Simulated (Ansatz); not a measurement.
## Si: projected density of states with PBE

The system is Si, a sheet with vacuum.

```
Si
1.0
     2.39932    0.00000    0.00000
     0.00000    2.41794    0.00000
     0.00000    0.00000   23.80000
Si
1
Direct
  0.50000 0.50000 0.29412
```

The cell was built by a generator and needn't be a form met in nature.

| Item | Value |
| --- | --- |
| Program | Ansatz 0.2.0 |
| Task | projected density of states |
| Functional | PBE |
| Potentials or basis | all-electron LAPW, scalar-relativistic |
| Cutoff | 184 eV (chosen from the basis error) |
| Basis error allowed | 0.002 eV/atom |
| k mesh | 11 × 11 × 1 |
| Occupations | fermi-dirac, width 0.05 eV |
| Spin | no spin polarisation |
| Boundary across the vacuum | open (a slab, not repeated across the vacuum) |

The band gap along the path is none (metal or under the smearing width) and the work function is 4.68 eV.

Levels at the corners of the path, in eV from the Fermi level:
```tsv
point	band 5	band 6	band 7	band 8	band 9
Γ	-11.49	-3.16	3.08	4.43	5.08
X	-5.69	-5.06	1.70	4.48	9.12
S	-0.95	-0.82	1.35	3.18	6.19
Y	-5.85	-5.07	1.57	4.44	9.00
Γ	-11.49	-3.16	3.08	4.43	5.08
Z	-11.49	-3.16	3.08	4.43	5.09
U	-5.69	-5.06	1.70	4.48	9.12
R	-0.95	-0.82	1.35	3.18	6.19
```

States per cell in windows of 1 eV (zero at the Fermi level; states under -8 eV left out):
```
from (eV)  total  Si1 3p  Si1 3s  Si1 2s  Si1 2p  Si1 1s
     -8.0   0.26    0.12    0.13    0.00    0.00    0.00
     -7.0   0.34    0.16    0.18    0.00    0.00    0.00
     -6.0   0.22    0.12    0.10    0.00    0.00    0.00
     -5.0   0.21    0.13    0.07    0.00    0.00    0.00
     -4.0   0.31    0.21    0.09    0.00    0.00    0.00
     -3.0   0.56    0.48    0.08    0.00    0.00    0.00
     -2.0   0.76    0.65    0.09    0.00    0.00    0.00
     -1.0   0.44    0.40    0.03    0.00    0.00    0.00
      0.0   0.40    0.36    0.03    0.00    0.00    0.00
      1.0   0.68    0.58    0.05    0.00    0.00    0.00
      2.0   0.43    0.30    0.07    0.00    0.00    0.00
      3.0   0.64    0.22    0.09    0.00    0.00    0.00
      4.0   0.76    0.25    0.08    0.00    0.00    0.00
      5.0   1.37    0.19    0.07    0.00    0.00    0.00
```

Wall time 7.9 s on 2 threads of Arm Neoverse V1, with other jobs on the host, peak memory 0.28 GiB.
